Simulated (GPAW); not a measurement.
## Quasiparticle gap of SrCl2 (1T monolayer) in GPAW

How does a plane-wave GW calculation on SrCl2 (1T monolayer) run from the first input to the gap?

Method: LDA and many-body steps on it, plane waves, in GPAW 26.7.0.

This is a report of a sequence of runs, with most program output left out.

### Step 1. Set-up

The cell holds 3 atoms: 1 Sr and 2 Cl. Its edges and angles: a = 4.210 Å, b = 4.210 Å, c = 14.400 Å, α = 90.0°, β = 90.0°, γ = 120.0°. Vacuum lies along c.

The start is a generated structure, not a measured one.

### Step 2. Relaxation

This step: GPAW 26.7.0; DFT, LDA, plane waves, PAW.

A relaxation at this level of theory: leftover forces would pass straight into the levels.

Contents of run.py:

```python
import json
import numpy as np
from gpaw.mpi import world
from ase import Atoms
from ase.constraints import FixSymmetry
from ase.filters import FrechetCellFilter
from ase.optimize import BFGS
from gpaw import GPAW, PW, FermiDirac

atoms = Atoms(['Sr', 'Cl', 'Cl'],
    cell=[[4.2104093400, 0.0000000000, 0.0000000000],
      [-2.1052046700, 3.6463214488, 0.0000000000],
      [0.0000000000, 0.0000000000, 14.4000000000]],
    scaled_positions=[[0.0000000000, 0.0000000000, 0.5000000000],
      [0.3333333333, 0.6666666667, 0.6188089881],
      [0.6666666667, 0.3333333333, 0.3811910119]],
    pbc=(True, True, False))
atoms.set_constraint(FixSymmetry(atoms))
atoms.calc = GPAW(mode=PW(550),
    xc='LDA',
    kpts={'size': (6, 6, 1), 'gamma': True},
    occupations=FermiDirac(0.02),
    convergence={'density': 1e-5},
    txt='relax.txt')
steps = []
opt = BFGS(FrechetCellFilter(atoms, mask=[1, 1, 0, 0, 0, 1]), logfile='bfgs.log')
opt.attach(lambda: steps.append([atoms.get_potential_energy(), atoms.cell[:], atoms.positions.copy(), atoms.get_forces()]))
converged = opt.run(fmax=0.03, steps=50)
res = {'converged': bool(converged), 'steps': steps, 'cell': atoms.cell[:], 'frac': atoms.get_scaled_positions()}

if world.rank == 0:
    with open('result.json', 'w') as f:
        json.dump(res, f, default=lambda x: x.tolist())
```

Command:

```bash
mpirun -n 8 gpaw python run.py
```

The job ended after 43 s (8 MPI ranks of Intel Xeon Platinum 8375C at 2.90GHz (Ice Lake), shared host; peak memory 1.8 GiB).

Step by step:

| step | energy less that of the first step (eV) | largest force (eV/Å) |
| --- | --- | --- |
| 1 | 0.0000 | 1.0178 |
| 2 | -0.0353 | 0.9550 |
| 3 | -0.2065 | 0.0920 |
| 4 | -0.2252 | 0.1951 |
| 5 | -0.2291 | 0.1716 |
| 6 | -0.2816 | 0.0663 |
| 7 | -0.2976 | 0.0623 |
| 8 | -0.3011 | 0.0213 |

The atoms that moved most (Å):

| atom | dx | dy | dz | length |
| --- | --- | --- | --- | --- |
| Cl2 | 0.000 | 0.000 | -0.335 | 0.335 |
| Cl3 | 0.000 | 0.000 | 0.335 | 0.335 |

Final coordinates:

```xyz
3
Lattice="4.3053 0.0000 0.0000 -2.1527 3.7285 0.0000 0.0000 0.0000 14.4000" Properties=species:S:1:pos:R:3
Sr    0.0000    0.0000    7.2000
Cl    0.0000    2.4857    8.5755
Cl    2.1527    1.2428    5.8245
```

### Step 3. Ground state

The ground-state density comes first.

Contents of run.py:

```python
import json
import numpy as np
from gpaw.mpi import world
from ase import Atoms
from gpaw import GPAW, PW, FermiDirac

atoms = Atoms(['Sr', 'Cl', 'Cl'],
    cell=[[4.3053493931, 0.0000000000, 0.0000000000],
      [-2.1526746966, 3.7285419466, 0.0000000000],
      [0.0000000000, 0.0000000000, 14.4000000000]],
    scaled_positions=[[0.0000000000, 0.0000000000, 0.5000000000],
      [0.3333333333, 0.6666666667, 0.5955209310],
      [0.6666666667, 0.3333333333, 0.4044790690]],
    pbc=(True, True, False))
calc = GPAW(mode=PW(450),
    xc='LDA',
    kpts={'size': (9, 9, 1), 'gamma': True},
    occupations=FermiDirac(0.001),
    nbands=-7,
    convergence={'density': 1e-6, 'bands': -3},
    maxiter=100,
    txt='gs.txt')
atoms.calc = calc
res = {'energy': atoms.get_potential_energy()}
kpts = calc.get_ibz_k_points()
res['kpts'] = kpts
res['eigenvalues'] = [calc.get_eigenvalues(kpt=k) for k in range(len(kpts))]
res['n_electrons'] = calc.get_number_of_electrons()
calc.write('gs.gpw')

if world.rank == 0:
    with open('result.json', 'w') as f:
        json.dump(res, f, default=lambda x: x.tolist())
```

Command:

```bash
mpirun -n 8 gpaw python run.py
```

The job ended after 18 s (8 MPI ranks; peak memory 1.4 GiB).

This step gave:

```
total energy               : -13.64 eV
gap                        : 5.770 eV
k of the valence top       : 0.2222, 0, 0
k of the conduction bottom : 0, 0, 0
least direct gap           : 5.903 eV
```

The gap is indirect, with the least direct gap 0.13 eV higher.

### Step 4. Empty states on the mesh, 6×6×1 mesh, 385 bands

The sums over transitions need many empty states on a uniform mesh; this step solves for them.

Contents of run.py:

```python
import json
import numpy as np
from gpaw.mpi import world
from gpaw import GPAW

calc = GPAW('gs.gpw').fixed_density(kpts={'size': (6, 6, 1), 'gamma': True},
    parallel={'domain': 1, 'band': 1},
    txt='nscf.txt')
calc.diagonalize_full_hamiltonian(nbands=385)
calc.write('full.gpw', mode='all')
res = {}
kpts = calc.get_ibz_k_points()
res['kpts'] = kpts
res['eigenvalues'] = [calc.get_eigenvalues(kpt=k) for k in range(len(kpts))]
res['n_electrons'] = calc.get_number_of_electrons()

if world.rank == 0:
    with open('result.json', 'w') as f:
        json.dump(res, f, default=lambda x: x.tolist())
```

Command:

```bash
mpirun -n 7 gpaw python run.py
```

Elapsed: 2.1 min, on 7 MPI ranks; peak memory 12 GiB; 15 min of CPU time.

This step gave:

* gap: 5.772 eV
* k of the valence top: 0.3333, -0.1667, 0
* k of the conduction bottom: 0, 0, 0
* least direct gap: 5.903 eV
* k points computed: 7
* lowest point of the top converged band, above the valence top: 81.6551 eV

On this mesh the gap is 5.772 eV.

### Step 5. Screening and self-energy, 6×6×1 mesh, 174 bands, screening to 48 eV

G0W0 replaces the xc potential by the self-energy, built once from these orbitals. Only a window of levels is corrected, while the sums run over the empty bands that the input names.

This step: G0W0 on LDA, plane waves, PAW.

Contents of run.py:

```python
import json
import numpy as np
from gpaw.mpi import world
from gpaw.response.g0w0 import G0W0

gw = G0W0('full.gpw',
    filename='gw',
    kpts=[0, 2],
    bands=(10, 14),
    ecut=48,
    nbands=174,
    truncation='2D',
    integrate_gamma='sphere',
    q0_correction=True,
    frequencies={'type': 'nonlinear', 'domega0': 0.15, 'omega2': 15.0},
    eta=0.1,
    nblocksmax=True)
gw.calculate()
res = {mode: {k: v for k, v in r.items() if k != 'sigma_eskwn'}
       for mode, r in gw.all_results.items()}

if world.rank == 0:
    with open('result.json', 'w') as f:
        json.dump(res, f, default=lambda x: x.tolist())
```

Command:

```bash
mpirun -n 8 gpaw python run.py
```

It took 1.9 min on 8 MPI ranks; peak memory 3.1 GiB; 15 min of CPU time.

Numbers from this step:

```
G0W0 gap on the points computed              : 9.101 eV
least direct G0W0 gap on the computed points : 9.199 eV
Z at the valence top                         : 0.8196
Z at the conduction bottom                   : 0.8831
starting gap on the mesh                     : 5.772 eV
k of the valence top                         : 0.3333, -0.1667, 0
k of the conduction bottom                   : 0, 0, 0
```

The gap on the mesh goes from 5.77 eV to 9.10 eV, a correction of +3.33 eV.

Limits: finite bands, cutoff and mesh; no spin-orbit coupling. v1 is the top filled band, c1 the lowest empty one. Levels before and after the correction, in eV, zero at the valence-band top of each column:

|  | conduction bottom | valence top |
| --- | --- | --- |
| Kohn-Sham | 5.77 | 0.00 |
| G0W0 | 9.10 | 0.00 |

|  | level | energy (eV) |
| --- | --- | --- |
| Kohn-Sham | Γ v2-v1 | -0.132 |
| Kohn-Sham | Γ c1 | 5.772 |
| Kohn-Sham | Γ c2 | 6.837 |
| Kohn-Sham | (0.333 -0.167 0) v2 | -0.408 |
| Kohn-Sham | (0.333 -0.167 0) v1 | 0.000 |
| Kohn-Sham | (0.333 -0.167 0) c1 | 6.515 |
| Kohn-Sham | (0.333 -0.167 0) c2 | 6.840 |
| G0W0 | Γ v2-v1 | -0.099 |
| G0W0 | Γ c1 | 9.101 |
| G0W0 | Γ c2 | 11.088 |
| G0W0 | (0.333 -0.167 0) v2 | -0.398 |
| G0W0 | (0.333 -0.167 0) v1 | 0.000 |
| G0W0 | (0.333 -0.167 0) c1 | 10.573 |
| G0W0 | (0.333 -0.167 0) c2 | 10.727 |

### Step 6. Where the time went

Times are wall times on the hardware named with each run, good to a factor of about two.

| step | time | share | memory (GiB) |
| --- | --- | --- | --- |
| relaxation | 43 s | 14 % | 1.8 |
| ground state | 18 s | 6 % | 1.4 |
| empty states on the mesh | 2.1 min | 42 % | 12 |
| screening and self-energy | 1.9 min | 38 % | 3.1 |

### Step 7. What came out

```yaml
lda_gap: 5.77 eV, indirect
g0w0_gap_on_the_mesh: 9.10 eV
gw_settings: 6×6×1 mesh, 174 bands, screening to 48 eV, full frequency, Hilbert transform
known_limits: not at the basis limit; no spin-orbit coupling
```

G0W0 moves the gap on the mesh from 5.77 eV to 9.10 eV (+3.33 eV), with Z of 0.82 and 0.88 at the edges. Only 2 of the mesh's irreducible points were corrected, so a valley elsewhere could overtake. Bands and cutoff are finite, so the gap is not at the basis limit. The miss can reach some tenths of an eV and take either sign; the mesh is an error of its own. These stock PAW sets were not made for GW. In the G0W0 run levels were corrected at 2 k points alone, so a gap called «on the mesh» is the least over those, and an edge elsewhere would be missed. The many-body steps are scalar-relativistic: spin-orbit coupling is not in them.

[Paths, hosts, dates, memory and timing lines, banners, echoed tables and standing remarks are left out of the program output.]

[Logs are printed without paths, hosts, clocks, repeated set-up lines and the standing remarks that a program may print on its own settings, such as how far it seeks lower states.]

[Runs of the session that timed out or met a known fault of the program may be left out.]

[Hosts, paths, dates, database ids (printed as entryN), source tags and the programs' standing remarks are cut or masked in the printed files.]
